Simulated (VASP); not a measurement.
# BeS: molecular dynamics with a thermostat

BeS, F-43m (no. 216), 16 atoms in the cell. PBE, molecular dynamics; PAW potentials S, Be (PBE set).

Ensemble: NVT; Target temperature (K): 1000.

## Input

INCAR:
```
SYSTEM = BeS
GGA = PE
PREC = Normal
ENCUT = 260
EDIFF = 1E-5
NELMIN = 4
NELM = 60
ALGO = Normal
LREAL = Auto
LASPH = .TRUE.
ISMEAR = 0
SIGMA = 0.05
ISYM = 0
LWAVE = .FALSE.
LCHARG = .FALSE.
IBRION = 0
NSW = 80
POTIM = 1.0
TEBEG = 1000
TEEND = 1000
ISIF = 2
MDALGO = 1
ANDERSEN_PROB = 0.05
RANDOM_SEED = 609197 0 0
KPAR = 2
```

KPOINTS:
```
k-points
0
Monkhorst-Pack
  2 2 2
```

POSCAR:
```
BeS
1.0
    0.0000000000      4.8500000000      4.8500000000
    4.8500000000      0.0000000000      4.8500000000
    4.8500000000      4.8500000000      0.0000000000
S Be
8 8
Direct
    0.3750000000      0.3750000000      0.3750000000
    0.3750000000      0.3750000000      0.8750000000
    0.3750000000      0.8750000000      0.3750000000
    0.3750000000      0.8750000000      0.8750000000
    0.8750000000      0.3750000000      0.3750000000
    0.8750000000      0.3750000000      0.8750000000
    0.8750000000      0.8750000000      0.3750000000
    0.8750000000      0.8750000000      0.8750000000
    0.0000000000      0.0000000000      0.0000000000
    0.0000000000      0.0000000000      0.5000000000
    0.0000000000      0.5000000000      0.0000000000
    0.0000000000      0.5000000000      0.5000000000
    0.5000000000      0.0000000000      0.0000000000
    0.5000000000      0.0000000000      0.5000000000
    0.5000000000      0.5000000000      0.0000000000
    0.5000000000      0.5000000000      0.5000000000
```

Commands:
```
cat potpaw_PBE.64/S/POTCAR potpaw_PBE.64/Be/POTCAR > POTCAR
mpirun -np 2 vasp_std > vasp.out
```

## Result

- Mean temperature (K): 665
- Rise of the mean potential energy above the start (meV/atom): 70.3
- Electronic steps per ionic step after the first: 4.7

Course of the run:

| Time (fs) | Temperature (K) | Potential energy less the first (meV/atom) |
|---|---|---|
| 1 | 1000 | 0.0 |
| 7 | 700 | 20.7 |
| 13 | 557 | 44.1 |
| 19 | 399 | 69.2 |
| 25 | 503 | 81.4 |
| 31 | 611 | 81.0 |
| 37 | 663 | 83.5 |
| 44 | 562 | 88.0 |
| 50 | 732 | 74.6 |
| 56 | 757 | 68.5 |
| 62 | 873 | 68.0 |
| 68 | 822 | 78.6 |
| 74 | 573 | 101.2 |
| 80 | 868 | 105.7 |

REPORT:
```
MDALGO =   1
         ANDERSEN_PROB =  0.05000000
               SCALING =       0
                 CNEXP =     9.000   14.000
           RANDOM_SEED =            609197                0                0

   original number of atomic DOF:         45
   number of independent constraints:      0
   number of active DOF:                  45

========================================
         MD step No.       1
========================================

  Atomic velocities initialized by STEP_tb

  >Energies
                    E_tot             E_pot             E_kin               EPS                ES
   e_b>   -0.78082244E+02   -0.80021156E+02    0.19389118E+01    0.00000000E+00    0.00000000E+00

  >Temperature
               T_sim     T_inst
   tmprt>   1000.000   1000.000

  >Thermostat, num. of collisions:                0

           RANDOM_SEED =            609197              198                0

[... steps left out ...]

========================================
         MD step No.      80
========================================

  >Energies
                    E_tot             E_pot             E_kin               EPS                ES
   e_b>   -0.76645788E+02   -0.78329164E+02    0.16833764E+01    0.00000000E+00    0.00000000E+00

  >Temperature
               T_sim     T_inst
   tmprt>   1000.000    868.207

  >Thermostat, num. of collisions:                1

           RANDOM_SEED =            609197             9520                0
```

OSZICAR:
```
N       E                     dE             d eps       ncg     rms          rms(c)
DAV:   1     0.193896587066E+03    0.19390E+03   -0.18485E+04  1312   0.781E+02
DAV:   2    -0.654678064332E+02   -0.25936E+03   -0.24912E+03  1722   0.178E+02
DAV:   3    -0.811029641918E+02   -0.15635E+02   -0.15559E+02  1600   0.502E+01
DAV:   4    -0.814030352302E+02   -0.30007E+00   -0.29961E+00  1672   0.788E+00
DAV:   5    -0.814089629705E+02   -0.59277E-02   -0.59247E-02  1592   0.104E+00    0.173E+01
DAV:   6    -0.803347645744E+02    0.10742E+01   -0.98358E-01  1600   0.343E+00    0.119E+01
DAV:   7    -0.800313109162E+02    0.30345E+00   -0.12808E+00  1504   0.422E+00    0.168E+00
DAV:   8    -0.800198886513E+02    0.11422E-01   -0.10491E-01  1600   0.115E+00    0.326E-01
DAV:   9    -0.800210135245E+02   -0.11249E-02   -0.40813E-03  1600   0.291E-01    0.137E-01
DAV:  10    -0.800210261625E+02   -0.12638E-04   -0.15936E-04  1632   0.484E-02    0.618E-02
DAV:  11    -0.800211573822E+02   -0.13122E-03   -0.20163E-04  1600   0.637E-02    0.185E-02
DAV:  12    -0.800211557867E+02    0.15956E-05   -0.20870E-06  1088   0.630E-03
[... left out ...]
[... last step whole ...]
       N       E                     dE             d eps       ncg     rms          rms(c)
DAV:   1    -0.783269035441E+02   -0.13211E-01   -0.14315E-01  1569   0.200E+00    0.397E-01
DAV:   2    -0.783293911350E+02   -0.24876E-02   -0.28217E-02  1584   0.630E-01    0.196E-01
DAV:   3    -0.783292503009E+02    0.14083E-03   -0.44264E-04  1600   0.111E-01    0.125E-01
DAV:   4    -0.783291836846E+02    0.66616E-04   -0.16214E-04  1592   0.522E-02    0.828E-02
DAV:   5    -0.783291658816E+02    0.17803E-04   -0.73643E-05  1600   0.335E-02    0.437E-02
DAV:   6    -0.783291640126E+02    0.18689E-05   -0.16453E-05  1032   0.186E-02
     80 T=   868. E= -.76645788E+02 F= -.78329164E+02 E0= -.78329164E+02  EK= 0.16834E+01 SP= 0.00E+00 SK= 0.00E+00
```

Limits: 80 fs of 16 atoms are too short for converged averages.

VASP 6.6.1 took 457 s on 2 cores (Intel Xeon 6975P-C (Granite Rapids)), a shared host.
